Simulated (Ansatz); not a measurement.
**Heat of formation of C3H6O (acetone) from total energies**

C3H6O: 10 atoms, total charge 0, spin state singlet. SMILES: `CC(C)=O`. The shape is that of a PBE0-D4/def2-TZVP optimisation.

Total energies at HF/3-21G (Ansatz 0.2.0); the atoms run unrestricted:

| species | state | energy (Eh) |
| --- | --- | --- |
| C3H6O | singlet | -190.886625 |
| C | triplet | -37.481070 |
| O | triplet | -74.393657 |
| H | doublet | -0.496199 |

Harmonic wavenumbers at PBE0-D4/def2-TZVP, in cm⁻¹: 44, 133, 378, 490, 537, 805, 873, 889, 1079, 1115, 1245, 1375, 1385, 1449, 1454, 1460, 1478, 1827, 3049, 3055, 3115, 3121, 3172, 3173.

Measured heats of formation of the gaseous atoms at 298.15 K, in kJ/mol: C 716.9, O 249.2, H 218.0. Spin-orbit lowering of the atoms at 298 K (mean of the ground term's levels less their thermal mean, from spectra), in kJ/mol: C 0.02, O 0.40. Take 1 Eh = 2625.50 kJ/mol, 1 cm⁻¹ = 0.0119627 kJ/mol, RT = 2.479 kJ/mol.

Q: What heat of formation follows?

A: 
1. Electronic atomisation energy: 3 × (-37.481070) + (-74.393657) + 6 × (-0.496199) − (-190.886625) = 1.072564 Eh = 2816.0 kJ/mol.
2. Zero-point energy: half the sum of the wavenumbers, 18350.5 cm⁻¹ = 219.5 kJ/mol.
3. Thermal vibrational enthalpy, Σ hcν̃/(exp(hcν̃/kT) − 1): 6.8 kJ/mol. Translation, rotation and pV of a non-linear molecule: 4 RT = 9.9 kJ/mol.
4. The 10 free atoms carry 5/2 RT each: 62.0 kJ/mol.
5. Spin-orbit coupling lowers the free atoms by 3 × 0.02 + 0.40 = 0.5 kJ/mol.
6. Atomisation enthalpy at 298 K: 2816.0 − 0.5 − 219.5 − 6.8 − 9.9 + 62.0 = 2641.3 kJ/mol.
7. Sum of the atoms' heats of formation: 3707.9 kJ/mol. Heat of formation: 3707.9 − 2641.3 = +1066.6 kJ/mol.

The tabulated value is -216.1 kJ/mol (Active Thermochemical Tables), so this level is off by +1282.7 kJ/mol, or 32.7 % of the atomisation enthalpy. Hartree–Fock leaves out correlation, which is larger in the molecule than in the atoms, so it underbinds and puts the heat of formation too high. A basis without polarisation functions underbinds badly. Anharmonicity and any spin-orbit splitting of the molecule are left out.
